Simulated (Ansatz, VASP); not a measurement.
AlN in VASP and in Ansatz

```
Al N
1.0
     0.00000    2.18399    2.18399
     2.18399    0.00000    2.18399
     2.18399    2.18399    0.00000
Al N
1 1
Direct
  0.97356 0.97356 0.97356
  0.75000 0.75000 0.75000
```

Change from the starting cell: all Al atoms moved -0.200 Å, as atom 1 along Cartesian [1 1 1].

Alike in both runs: task single point; functional PBE; k mesh 10 × 10 × 10; occupations gaussian, width 0.05 eV; no spin polarisation.

|  | VASP | Ansatz |
| --- | --- | --- |
| version | VASP 6.6.1 | Ansatz 0.2.0 |
| potentials or method | VASP PAW PBE potentials, release 64 (Al, N) | scalar-relativistic, plane waves, PAW |
| plane-wave cutoff (eV) | 520 | 420 |
| valence electrons in the cell | 8 | 8 |

|  | VASP | Ansatz | Ansatz less VASP |
| --- | --- | --- | --- |
| gap on the k mesh at the Fermi level (eV) | 3.05 | 3.06 | +0.009 |
| least direct gap on the mesh (eV) | 3.85 | 3.85 | -0.009 |
| pressure (GPa) | 11.4 | 11.6 | +0.13 |
| largest component of the traceless stress (GPa) | 13.73 | 13.59 | -0.142 |
| rms of the force components (eV/Å) | 2.757 | 2.738 | -0.0182 |

Atom by atom the forces differ by 0.018 eV/Å (rms over components). The functional is the same, so the differences come from potentials, cutoffs and numerics.

Caveats: forces of over 1 eV/Å show positions far from the minimum, so gaps and moduli don't describe the material at rest. A k mesh can miss the band edges.
